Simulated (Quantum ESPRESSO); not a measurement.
**NaF (Villiaumite) under changes of volume**

One of the cells (12.487 Å³/atom); the others are scaled copies at fixed shape and fractional positions:

```
Na F
1.0
     0.00000    2.32000    2.32000
     2.32000    0.00000    2.32000
     2.32000    2.32000    0.00000
Na F
1 1
Direct
  0.00000 0.00000 0.00000
  0.50000 0.50000 0.50000
```

| Item | Value |
| --- | --- |
| Program | Quantum ESPRESSO 7.5 |
| Functional | rev-vdW-DF2 |
| Potentials or basis | PseudoDojo 0.4.1 SR PBE standard |
| Cutoff | 1197 eV |
| Density cutoff | 4789 eV |
| k mesh | 10 × 10 × 10 |
| Occupations | fermi-dirac, width 0.05 eV |
| Spin | no spin polarisation |

```tsv
volume (Å³/atom)	energy over the lowest point (meV/atom)	pressure (GPa)	gap on the mesh (eV)
11.738	10.54	4.1	6.61
11.988	5.19	2.8	6.49
12.237	1.78	1.6	6.38
12.487	?	?	?
12.737	0.00	-0.4	6.16
12.987	1.29	-1.2	6.06
13.236	3.82	-2.0	5.97
```

Question: What does the run at 12.487 Å³/atom give?

Answer: Energy over the lowest point 0.11 meV/atom; pressure 0.5 GPa; gap on the mesh 6.27 eV.

Worked out: A Birch-Murnaghan fit of order 3 (a polynomial in V^(-2/3)) to the other rows has its minimum at 12.63 Å³/atom with B0 = V·E''(V) = 47 GPa and B' = 4.5. It gives 0.11 meV/atom at 12.487 Å³/atom, against the run's 0.11, and -dE/dV = 0.6 GPa, against 0.5. A straight line through the other rows of the gap, of slope -5.35 eV per unit of ln V (its deformation potential), gives 6.27 eV, against the run's 6.27.

Energies are extrapolated to zero smearing.

Caveats: the potentials were made for another functional, which shifts forces and pressure.

A mesh can miss the band edges.
